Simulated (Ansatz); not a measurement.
# KF: from a migration barrier to a jump rate

Level of theory: Ansatz, DFT PBE, scalar-relativistic, plane waves, PAW. The runs took a 420 eV cutoff, a Γ-centred 4×4×4 mesh and Gaussian smearing (0.05 eV). No spin polarisation.

In a supercell of 16 sites an atom of K jumps into a neighbouring K vacancy, a = 3.83 Å from site to site in the perfect crystal, with a cell charge of -1 (uniform background, no finite-size correction). A nudged elastic band with 5 inner images puts the highest image 0.660 eV above the start and 0.660 eV above the end. Take it as the barrier; the order of the saddle wasn't checked, and the cell is small.

Q: With an assumed attempt frequency of 10¹³ s⁻¹, how often does the jump happen, and how fast does the vacancy diffuse?

A: Transition-state theory gives Γ = ν exp(−E/k_BT), and one such jump direction contributes Γa²/6 to the vacancy's diffusion coefficient averaged over directions:

| T (K) | E/k_BT | Γ (1/s) | Γa²/6 (cm²/s) |
| --- | --- | --- | --- |
| 300 | 25.5 | 8.1 × 10^1 | 2.0 × 10^-14 |
| 600 | 12.8 | 2.8 × 10^7 | 7.0 × 10^-9 |
| 1000 | 7.7 | 4.7 × 10^9 | 1.2 × 10^-6 |
| 1500 | 5.1 | 6.0 × 10^10 | 1.5 × 10^-5 |

The rate reaches one jump a second at T = E/(k_B ln 10¹³) = 256 K. The number of equivalent jumps multiplies D if they link up through the crystal; a hop between two sites alone gives no long-range diffusion, which then waits on a higher barrier. In either case the atoms' own diffusion carries the vacancy concentration and a correlation factor besides. Rows above the melting point are formal, and so are rows where E/k_BT falls under about 3, since the theory needs rare jumps.

Q: How much does an error of 0.1 eV in the barrier matter?

A: It multiplies the rate by exp(0.1 eV/k_BT): 48 at 300 K and 3.2 at 1000 K, more than the usual doubt about ν at low temperature.

Cost: 1 run of about 62 core-minutes, on Arm Neoverse N1 (shared hosts).